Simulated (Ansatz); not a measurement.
A 12-atom cell of HfSiO₄ (I4_1/amd) from a materials database at its r2SCAN geometry, run in Ansatz at 3 levels of theory. No spin polarisation and no zero-point or thermal motion.

The r2SCAN input:
```yaml
crystal:
  lattice:
    - [-3.2908245977, 3.2908245977, 2.9857640652]
    - [3.2908245977, -3.2908245977, 2.9857640652]
    - [3.2908245977, 3.2908245977, -2.9857640652]
  atoms:
    - { symbol: Hf, position: [0.0, 0.0, 0.0] }
    - { symbol: Hf, position: [0.75, 0.25, 0.5] }
    - { symbol: Si, position: [0.25, 0.75, 0.5] }
    - { symbol: Si, position: [0.5, 0.5, 0.0] }
    - { symbol: O, position: [0.1352530675, 0.319879996, 0.8153730715] }
    - { symbol: O, position: [0.069879996, 0.7545069245, 0.6846269285] }
    - { symbol: O, position: [0.069879996, 0.3852530675, 0.3153730715] }
    - { symbol: O, position: [0.5045069245, 0.319879996, 0.1846269285] }
    - { symbol: O, position: [0.680120004, 0.4954930755, 0.8153730715] }
    - { symbol: O, position: [0.6147469325, 0.930120004, 0.6846269285] }
    - { symbol: O, position: [0.2454930755, 0.930120004, 0.3153730715] }
    - { symbol: O, position: [0.680120004, 0.8647469325, 0.1846269285] }
kpoints:
  mp_grid: { grid: [6, 6, 6] }
  band_path:
    path:
      - [0.0, 0.0, 0.0]
      - [0.0, 0.0, 0.5]
      - [-0.5, 0.5, 0.5]
      - [0.4557981719, 0.4557981719, -0.4557981719]
      - [-0.4557981719, 0.5442018281, 0.4557981719]
      - [0.25, 0.25, 0.25]
      - [0.0, 0.5, 0.0]
      - [0.052083, 0.052083, -0.052083]
      - [0.1875, 0.302083, 0.25]
      - [0.1666666667, 0.1666666667, 0.1666666667]
    npoints: 1
hamiltonian:
  xc: r2scan
scf:
  occupations: { method: fixed }
  n_extra_bands: 7
output:
  forces: true
  stress: true
  eigenvalues: true
```

Main results, then, where recorded, the levels near the gap in eV from the Fermi energy (columns number the bands from 0), one row a point of the path (Γ, X, M, Z, Z₀, P, N, Γ–Z (0.11), (0.188, 0.302, 1/4), (1/6, 1/6, 1/6)):
```
Crystal: 12 atoms, lattice volume = 129.338 Å³
Symmetry: 16 space group operations
Space group: I41/amd (ITA 141)
```
```
Basis set: ecut = 500 eV, 3255 PW (Γ)
k-points: 30 of 216
SCF 1 converged in 8 iterations: F = -37313.534952 eV  dr2 = 3.61e-9
Free energy (F): -37313.534952 eV
Fermi energy:    9.593394 eV
--- Forces (eV/Å), atoms counted from 1 ---
  atom   1  Hf      0.00000      0.00000      0.00000
  atom   2  Hf      0.00000      0.00000      0.00000
  atom   3  Si      0.00000      0.00000      0.00000
  atom   4  Si      0.00000      0.00000      0.00000
  atom   5  O       0.00000    -0.00026    -0.00005
  atom   6  O       0.00026      0.00000    -0.00005
  atom   7  O     -0.00026      0.00000    -0.00005
  atom   8  O       0.00000      0.00026    -0.00005
  atom   9  O     -0.00026      0.00000      0.00005
  atom  10  O       0.00000      0.00026      0.00005
  atom  11  O       0.00000    -0.00026      0.00005
  atom  12  O       0.00026      0.00000      0.00005
--- Stress (GPa, compression-positive) ---
        0.018078       0.000000       0.000000
        0.000000       0.018078       0.000000
        0.000000       0.000000       0.016294
  P = ⅓ Tr σ = 0.0175 GPa (0.175 kbar)
```
```tsv
band_51	band_52	band_53	band_54	band_55	band_56
-0.571	-0.564	0.000	6.369	6.644	6.834
-0.919	-0.595	-0.595	6.023	6.023	7.148
-1.100	-0.879	-0.879	6.826	6.826	7.281
-1.038	-0.821	-0.821	6.739	6.905	7.174
-1.038	-0.821	-0.821	6.739	6.905	7.174
-1.107	-0.500	-0.500	6.016	6.016	7.355
-0.833	-0.267	-0.182	6.260	6.410	7.188
-0.507	-0.507	0.000	6.373	6.667	6.851
-0.959	-0.574	-0.427	5.997	6.073	7.304
-0.686	-0.609	-0.310	6.057	6.200	7.065
```

r2SCAN gives an indirect gap of 6.00 eV, from Γ to k = (0.188, 0.302, 1/4); the least direct gap is 6.37 eV at k = (1/6, 1/6, 1/6). The lowest empty level at X lies only 26 meV higher, so the place of the conduction bottom isn't settled.

HSE06. Against the first input these blocks differ (the band path and keys that only write files left aside):
```yaml
kpoints:
  mp_grid: { grid: [4, 4, 4] }
hamiltonian:
  xc: hse06
```

```
Basis set: ecut = 420 eV, 2529 PW (Γ)
k-points: 13 of 64
SCF 1 stopped early in 2 iterations: F = -37271.681809 eV  dr2 = 1.28e-3
Exchange kernel: α = 0.2500, screened, ω = 0.2079 Å⁻¹, Wigner–Seitz truncation, v(0) = 1046.2420 eV·Å³, q-mesh 4×4×4
SCF 2 stopped early in 8 iterations: F = -37272.881980 eV  dr2 = 1.37e-6
hybrid outer 1: dexx = +5.474e-2 eV, tail = 2.28e-3 eV
SCF 3 converged in 5 iterations: F = -37272.880765 eV  dr2 = 5.62e-10
hybrid outer 2: dexx = +4.335e-6 eV, tail = 2.86e-7 eV, Δε = 7.87e-3 eV, ΔF = 5.26e-3 eV/Å
SCF 4 converged in 2 iterations: F = -37272.880765 eV  dr2 = 1.25e-9
hybrid outer 3: dexx = +5.127e-9 eV, tail = 3.53e-9 eV, Δε = 1.51e-4 eV, ΔF = 5.66e-5 eV/Å
Free energy (F): -37272.880765 eV
Fermi energy:    8.790645 eV
--- Forces (eV/Å), atoms counted from 1 ---
  atom   1  Hf      0.00000      0.00000      0.00000
  atom   2  Hf      0.00000      0.00000      0.00000
  atom   3  Si      0.00000      0.00000      0.00000
  atom   4  Si      0.00000      0.00000      0.00000
  atom   5  O       0.00000      0.09409      0.01386
  atom   6  O     -0.09409      0.00000      0.01386
  atom   7  O       0.09409      0.00000      0.01386
  atom   8  O       0.00000    -0.09409      0.01386
  atom   9  O       0.09409      0.00000    -0.01386
  atom  10  O       0.00000    -0.09409    -0.01386
  atom  11  O       0.00000      0.09409    -0.01386
  atom  12  O     -0.09409      0.00000    -0.01386
--- Stress (GPa, compression-positive) ---
        0.171368       0.000000       0.000000
        0.000000       0.171368       0.000000
        0.000000       0.000000      -0.675137
  P = ⅓ Tr σ = -0.1108 GPa (-1.108 kbar)
```
```tsv
band_51	band_52	band_53	band_54	band_55	band_56
-0.554	-0.554	0.000	7.707	7.955	8.040
-0.944	-0.616	-0.616	7.267	7.267	8.401
-1.133	-0.878	-0.878	8.155	8.155	8.512
-1.063	-0.819	-0.819	8.065	8.239	8.401
-1.063	-0.819	-0.819	8.065	8.239	8.401
-1.138	-0.522	-0.522	7.260	7.260	8.625
-0.871	-0.279	-0.157	7.559	7.668	8.443
-0.489	-0.489	0.000	7.709	7.980	8.129
-0.981	-0.597	-0.447	7.244	7.316	8.572
-0.694	-0.621	-0.325	7.322	7.446	8.323
```

The HSE06 gap is indirect, 7.24 eV (Γ–Z (0.11 of the way from Γ) to k = (0.188, 0.302, 1/4)), below the direct gap of 7.65 eV at k = (1/6, 1/6, 1/6). The lowest empty level at X lies only 23 meV higher, so the place of the conduction bottom isn't settled. The mean stress is close to zero (-0.1 GPa). (The program warns that its thresholds are loose for a hybrid's stress.)

PBE0. Against the first input these blocks differ (the band path and keys that only write files left aside):
```yaml
kpoints:
  mp_grid: { grid: [4, 4, 4] }
hamiltonian:
  xc: pbe0
```

```
Basis set: ecut = 420 eV, 2529 PW (Γ)
k-points: 13 of 64
SCF 1 stopped early in 2 iterations: F = -37271.682060 eV  dr2 = 1.25e-3
Exchange kernel: α = 0.2500, full range, Wigner–Seitz truncation, v(0) = 14185.9051 eV·Å³, q-mesh 4×4×4
SCF 2 stopped early in 8 iterations: F = -37269.356067 eV  dr2 = 3.29e-6
hybrid outer 1: dexx = +6.911e-2 eV, tail = 2.44e-3 eV
SCF 3 converged in 5 iterations: F = -37269.355131 eV  dr2 = 1.09e-9
hybrid outer 2: dexx = +5.625e-6 eV, tail = 5.25e-7 eV, Δε = 8.74e-3 eV, ΔF = 6.64e-3 eV/Å
SCF 4 converged in 2 iterations: F = -37269.355131 eV  dr2 = 1.38e-9
hybrid outer 3: dexx = +6.124e-9 eV, tail = 3.87e-9 eV, Δε = 1.44e-4 eV, ΔF = 5.67e-5 eV/Å
Free energy (F): -37269.355131 eV
Fermi energy:    8.390731 eV
--- Forces (eV/Å), atoms counted from 1 ---
  atom   1  Hf      0.00000      0.00000      0.00000
  atom   2  Hf      0.00000      0.00000      0.00000
  atom   3  Si      0.00000      0.00000      0.00000
  atom   4  Si      0.00000      0.00000      0.00000
  atom   5  O       0.00000      0.10070      0.02205
  atom   6  O     -0.10070      0.00000      0.02205
  atom   7  O       0.10070      0.00000      0.02205
  atom   8  O       0.00000    -0.10070      0.02205
  atom   9  O       0.10070      0.00000    -0.02205
  atom  10  O       0.00000    -0.10070    -0.02205
  atom  11  O       0.00000      0.10070    -0.02205
  atom  12  O     -0.10070      0.00000    -0.02205
--- Stress (GPa, compression-positive) ---
        0.085089       0.000000       0.000000
        0.000000       0.085089       0.000000
        0.000000       0.000000      -0.686496
  P = ⅓ Tr σ = -0.1721 GPa (-1.721 kbar)
```
```tsv
band_51	band_52	band_53	band_54	band_55	band_56
-0.550	-0.550	0.000	8.490	8.739	8.787
-0.946	-0.616	-0.616	8.041	8.041	9.179
-1.133	-0.878	-0.878	8.944	8.944	9.289
-1.062	-0.819	-0.819	8.852	9.029	9.177
-1.062	-0.819	-0.819	8.852	9.029	9.177
-1.143	-0.524	-0.524	8.035	8.035	9.411
-0.873	-0.280	-0.155	8.340	8.449	9.226
-0.486	-0.486	0.000	8.493	8.765	8.896
-0.984	-0.600	-0.449	8.019	8.092	9.358
-0.694	-0.623	-0.326	8.098	8.222	9.106
```

The PBE0 gap is indirect, 8.02 eV (Γ to k = (0.188, 0.302, 1/4)), below the direct gap of 8.42 eV at k = (1/6, 1/6, 1/6). The lowest empty level at X lies only 22 meV higher, so the place of the conduction bottom isn't settled. With the atoms held, the mean pressure is -0.2 GPa (compression positive). (The program warns that its thresholds are loose for a hybrid's stress.)

Small level splittings and stresses of the hybrids carry the error of their coarser meshes.

Totals of different functionals can't be compared.

The runs are scalar-relativistic, without spin-orbit coupling.
